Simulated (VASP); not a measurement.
Input of a VASP 6.6.1 run:

Contents of INCAR:

```
SYSTEM = Ge
PREC     = Accurate       ! precision mode
ENCUT    = 600            ! plane-wave cutoff, eV
EDIFF    = 1E-6           ! SCF threshold, eV
ISMEAR   = -1             ! smearing method
SIGMA    = 0.05           ! smearing width, eV
LREAL    = .False.        ! projectors in reciprocal space
LASPH    = .True.         ! aspherical terms in the spheres
NELM     = 80             ! most SCF steps
ALGO     = Fast           ! electronic algorithm
ISIF     = 3              ! what is computed and relaxed
LWAVE    = .False.        ! write WAVECAR
LCHARG   = .False.        ! write CHGCAR
GGA      = CA             ! functional
IBRION   = 2              ! ionic algorithm
NSW      = 60             ! ionic steps
EDIFFG   = -0.01          ! ionic threshold
```

KPOINTS

```
regular mesh
0
Gamma
  10 10 8
  0 0 0
```

The input POSCAR:

```
Ge
1.0
    1.3971490000     -2.6005160000      0.0000000000
    1.3971490000      2.6005160000      0.0000000000
    0.0000000000      0.0000000000      2.6982310000
Ge
1
Direct
    0.5000000000      0.5000000000      0.0000000000
```

Potentials or basis: VASP PAW LDA potentials, release 64 (Ge_d).

Launch:

```bash
$ cat potpaw_LDA.64/Ge_d/POTCAR > POTCAR
$ mpirun -np 1 vasp_std > vasp.out
```

Q: What does it give for the band gap on the k mesh?

A: None (metal or under the smearing width).

Q: Predict the relaxed volume.

A: 18.20 Å³/atom.

Q: Predict the space group after relaxing (to 0.05 Å).

A: Cmmm (No. 65).

Q: What does it give for the relaxed cell?

A: a = 2.948 Å, b = 2.948 Å, c = 2.596 Å, α = 90.00°, β = 90.00°, γ = 126.25°.

Stress tensor (GPa, compression positive):
```
-0.06  0.00  0.00
 0.00 -0.07  0.00
 0.00  0.00  0.06
```
